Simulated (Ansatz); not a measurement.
Clamped-ion strain scan in WS2

The calculation used DFT PBE+D3(BJ), scalar-relativistic, plane waves, PAW (Ansatz 0.2.0). The runs took a 420 eV cutoff, a Γ-centred 12×12×4 mesh and Gaussian smearing (0.05 eV). Spin–orbit coupling is left out, which matters for the heavy elements here. No spin polarisation. Energies are free energies at this smearing, counted from the undisturbed cell; pressure is positive in compression.

The undisturbed cell (relaxed at this level):

```
W S
1.0
     3.15421    0.00000    0.00000
    -1.57710    2.73162    0.00000
     0.00000    0.00000   12.13990
W S
2 4
Direct
  0.33333 0.66667 0.25000
  0.66667 0.33333 0.75000
  0.33333 0.66667 0.62029
  0.66667 0.33333 0.12029
  0.33333 0.66667 0.87971
  0.66667 0.33333 0.37971
```

The cell is strained by ε times the Voigt pattern (0, 0, 0, 1, 0, 0) (xx, yy, zz, yz, xz, xy; engineering shear) with fractional coordinates fixed.

| ε | ΔE (meV/atom) | stress summed along the pattern (GPa, tension positive) | pressure (GPa) | gap on the mesh (eV) |
| --- | --- | --- | --- | --- |
| -0.0600 | 31.5 | -9.63 | 0.8 | 0.86 |
| -0.0300 | ? | -4.81 | ? | 0.88 |
| 0.0000 | 0.0 | 0.00 | 0.0 | 0.89 |
| 0.0150 | ? | 2.40 | 0.0 | ? |
| 0.0375 | 12.3 | 6.01 | 0.3 | 0.88 |
| 0.0450 | 17.7 | 7.22 | 0.5 | 0.87 |
| 0.0525 | 24.1 | 8.42 | 0.6 | 0.87 |

By symmetry 0.0600 repeats -0.0600, -0.0450 repeats 0.0450, 0.0300 repeats -0.0300, -0.0150 repeats 0.0150 in energy; the slope of the energy along the path changes sign there.

**Question.** Give the withheld values.

**Answer.** ΔE (meV/atom) at ε = -0.0300: 7.9; pressure (GPa) at ε = -0.0300: 0.2; ΔE (meV/atom) at ε = 0.0150: 2.0; gap on the mesh (eV) at ε = 0.0150: 0.89.